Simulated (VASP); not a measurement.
# TePb in VASP 6.6.1, single-point calculation

INCAR

```
LCHARG = .FALSE.
GGA = PE
SIGMA = 0.1
ISMEAR = -5
LASPH = .TRUE.
IBRION = -1
ENCUT = 520
NSW = 0
EDIFF = 1E-7
NELM = 120
LREAL = .FALSE.
NELECT = 19.9
PREC = Accurate
NBANDS = 17
ISIF = 2
LWAVE = .FALSE.
```

KPOINTS

```
KPOINTS created by Atomic Simulation Environment
0
Gamma
8 8 8
0 0 0
```

POSCAR

```
Pb Te
 1.0000000000000000
     0.0000000000000000    3.1371233748999998    3.2824757152999999
     3.1371233748999998    0.0000000000000000    3.2824757152999999
     3.1371233748999998    3.1371233748999998    0.0000000000000000
 Pb  Te
   1   1
Cartesian
  0.0000000000000000  0.0000000000000000  0.0000000000000000
  3.1371233748999998  3.1371233748999998  3.2824757152999999
```

The recommended PBE PAW datasets give the neutral cell 20 valence electrons.

Command

```
mpirun -np 1 vasp_std
```

Q: Predict the outcome of this run.

A: It converged. Results: pressure 1.3 GPa.

OSZICAR

```
N       E                     dE             d eps       ncg     rms          rms(c)
DAV:   1     0.150252215072E+03    0.15025E+03   -0.86584E+03  2014   0.109E+03
DAV:   2     0.199402074278E+01   -0.14826E+03   -0.14394E+03  2092   0.290E+02
DAV:   3    -0.784748507188E+01   -0.98415E+01   -0.97383E+01  2680   0.822E+01
DAV:   4    -0.810261693786E+01   -0.25513E+00   -0.25466E+00  2523   0.148E+01
DAV:   5    -0.811262169428E+01   -0.10005E-01   -0.99914E-02  2963   0.259E+00    0.367E+00
DAV:   6    -0.803139058543E+01    0.81231E-01   -0.18178E-01  2976   0.357E+00    0.224E+00
DAV:   7    -0.803046269197E+01    0.92789E-03   -0.72014E-02  2664   0.141E+00    0.875E-01
DAV:   8    -0.803108955016E+01   -0.62686E-03   -0.10155E-02  2544   0.103E+00    0.164E-01
DAV:   9    -0.803121752523E+01   -0.12798E-03   -0.11157E-03  3095   0.384E-01    0.678E-02
DAV:  10    -0.803118979767E+01    0.27728E-04   -0.12605E-04  2427   0.796E-02    0.174E-02
DAV:  11    -0.803116585329E+01    0.23944E-04   -0.22971E-05  2758   0.412E-02    0.142E-02
DAV:  12    -0.803117306475E+01   -0.72115E-05   -0.15597E-06  2272   0.672E-03    0.950E-03
DAV:  13    -0.803117954067E+01   -0.64759E-05   -0.13861E-06  2656   0.794E-03    0.209E-03
DAV:  14    -0.803118241062E+01   -0.28700E-05   -0.22672E-07  2047   0.301E-03    0.136E-03
DAV:  15    -0.803118198010E+01    0.43052E-06   -0.15782E-08  1237   0.104E-03    0.666E-04
DAV:  16    -0.803118131320E+01    0.66690E-06   -0.79921E-09  1122   0.547E-04    0.933E-05
DAV:  17    -0.803118132640E+01   -0.13198E-07   -0.11607E-09  1116   0.323E-04
   1 F= -.80311813E+01 E0= -.80311813E+01  d E =0.000000E+00
```

The cell is charged and sits in a uniform background.

For comparison, a separate PBE run of the intended cell, on usual settings and not on those above, gives a gap of 0.52 eV on its mesh and a pressure of 4.7 GPa.
